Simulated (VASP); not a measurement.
# Li2S: single point with PBE

Crystal: Li2S.

```
CELL_PARAMETERS angstrom
0.00000 2.85226 2.85226
2.85226 0.00000 2.85226
2.85226 2.85226 0.00000
ATOMIC_POSITIONS crystal
Li 0.25000 0.25000 0.25000
Li 0.75000 0.75000 0.75000
S 0.00000 0.00000 0.00000
```

The cell comes from a database or a generator and needn't be the stable form of this composition.

The cell isn't the ideal one: Na -> Li on all its sites, cell and atoms relaxed.

| Property | Result |
| --- | --- |
| Program | VASP 6.6.1 |
| Task | single point |
| Functional | PBE |
| Potentials or basis | VASP PAW PBE potentials, release 64 (Li_sv, S) |
| Cutoff | 520 eV |
| k mesh | 8 × 8 × 8 |
| Occupations | gaussian, width 0.02 eV |
| Spin | no spin polarisation |

| Quantity | Value |
| --- | --- |
| Band gap on the k mesh | 3.39 eV, indirect (least direct gap 4.26 eV) |

Levels at points of the mesh, in eV from the valence-band top:
| k point | band 4 | band 5 | band 6 | band 7 | band 8 | band 9 |
| --- | --- | --- | --- | --- | --- | --- |
| (0.00, 0.00, 0.00) | 0.00 | 0.00 | 0.00 | 4.26 | 6.23 | 6.23 |
| (0.50, 0.00, 0.00) | -2.86 | -0.50 | -0.50 | 6.10 | 6.57 | 6.57 |
| (0.50, 0.50, 0.00) | -2.15 | -1.41 | -1.41 | 3.39 | 7.09 | 11.07 |

Wall time 17 s on 1 thread of Intel(R) Xeon(R) Platinum 8488C (Sapphire Rapids) (shared host), peak memory 0.16 GiB.

 A k mesh can miss the band edges.
